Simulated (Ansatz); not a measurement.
## SnSe: energy above lowest point against volume scale

All results are calculated (Ansatz 0.2.0). Free energy against uniform scaling of the volume at fixed shape and fractions; periodic cell, basis, potentials, k mesh and filling as listed.

The cell before it is scaled or strained (space group Fm-3m, No. 225):
```
SnSe
1.0
      0.0000     3.0100     3.0100
      3.0100     0.0000     3.0100
      3.0100     3.0100     0.0000
Sn Se
1 1
Direct
  0.00000 0.00000 0.00000
  0.50000 0.50000 0.50000
```

Settings of every row: functional PBEsol; dispersion none; potentials all-electron LAPW; k mesh 5x5x5; k shift 0x0x0; occupations fixed; smearing width 0 eV; spin none; SCF threshold exponent -8.

| row | volume scale | V (Å³/atom) | energy above lowest point (meV/atom) |
| --- | --- | --- | --- |
| 1 | 0.92 | 25.089 | 8.9 |
| 2 | 0.96 | 26.18 | 0 |
| 3 | 1 | 27.271 | 7.4 |
| 4 | 1.04 | 28.362 | ? |
| 5 | 1.08 | 29.453 | 58.4 |

Question: what energy above lowest point should row 4 give?

Worked fit of energy above lowest point. Take u = (V_r/V)^(2/3) − 1 with V_r = 26.726 Å³ an atom, which is twice the finite (Eulerian) strain; such expansions in the strain, on which the Birch-Murnaghan equation of state is built, carry the rest volume and the bulk modulus. The shown rows have u = 0.04304, 0.01386, -0.01337, -0.06272. Least squares give energy above lowest point = 1.91 − 270.8 × u + 10046 × u² meV/atom; a straight line predicts inner rows, each left out in turn, worse (root mean square 18 against 0.18 meV/atom). The rows lie off it by 0.0, -0.1, 0.1, 0.0. Its lowest point lies at u = 0.0135, or V = 26.19 Å³ an atom, and the curvature there gives the bulk modulus at fixed shape and fractions, B = (4/9)(1 + u)² E″(u)/V = 56.1 GPa. The withheld row has u = -0.03883, so the fit gives 1.91 − 270.8 × (-0.03883) + 10046 × (-0.03883)² = 27.6 meV/atom.

The calculation gave 27.7 meV/atom. The fit lies 0.1 meV/atom (0.17 % of the column's range) below it, one unit of the last digit.
